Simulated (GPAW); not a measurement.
The system is MoS2.

```
Mo S
1.0
     3.22746    0.00000    0.00000
    -1.61373    2.79507    0.00000
     0.00000    0.00000    6.31247
Mo S
1 2
Direct
  0.00000 0.00000 0.50000
  0.66667 0.33333 0.74468
  0.33333 0.66667 0.25532
```

Measurements of this composition are mostly on another form, of space group No. 194.

Base run:

```yaml
Program: GPAW 26.7.0
Functional: revPBE
Potentials_or_basis: the program's PAW data sets (release 1.2.1) made for this functional
Cutoff: 600 eV
Basis: pw
k_mesh: 9 × 9 × 4
Occupations: fermi-dirac, width 0.05 eV
Spin: no spin polarisation
```

Its results: pressure 3.0 GPa; largest force 0.358 eV/Å.

Task: The run is repeated on the same cell with these changes: functional from revPBE to RPBE. What comes out?

Result: Pressure 3.8 GPa; largest force 0.390 eV/Å.

Caveats: this functional lacks dispersion, which binds the layers, so the pressure and a relaxed spacing across them are unreliable.
